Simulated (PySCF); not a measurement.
# C5H5N: the cost of one run

Computed with PySCF 2.14.0, with density-fitted response routines of our own, on a single molecule in the gas phase. Atoms count from 0, in the outputs and in this text.

## 1. Starting geometry

11 atoms, charge 0, multiplicity 1; geometry from: MMFF94s. The atoms were then displaced at random by about 0.03 Å, so the start is not that level's minimum.

Bonds of the start (Å): C0–C1 1.40, C1–C2 1.36, C2–N3 1.51, N3–C4 1.26, C4–C5 1.42, C5–C0 1.30, C0–H6 1.16, C1–H7 1.03, C2–H8 1.03, C4–H9 1.09, C5–H10 1.06.

## 2. Optimising the geometry at PBE0-D3(BJ)/def2-SVP

Job settings and geometry (Å):

```
{"job": {"xc": "PBE0", "basis": "def2-SVP", "d3": "d3bj", "grid": 1, "shake": 0.03, "kind": "geom"}, "charge": 0, "multiplicity": 1}
C     -0.328700     1.040970     0.033170
C     -1.297730     0.052450    -0.174070
C     -0.837540    -1.231820    -0.210220
N      0.631050    -1.516250    -0.038690
C      1.363750    -0.501330     0.121130
C      0.951980     0.857030     0.177220
H     -0.718920     2.136990     0.040280
H     -2.295100     0.263350    -0.313340
H     -1.437400    -2.063090    -0.269930
H      2.409960    -0.754560     0.305880
H      1.656710     1.630770     0.359470
```

On the command line:

```sh
$ OMP_NUM_THREADS=1 python probes_run.py task.json out
```

The driver reads the jobs from task.json and runs them one after another.

Q: Estimate the wall time and peak memory of this first job on 1 thread of Arm Neoverse N1, shared host.

About 65 s, with a peak of 0.45 GiB.
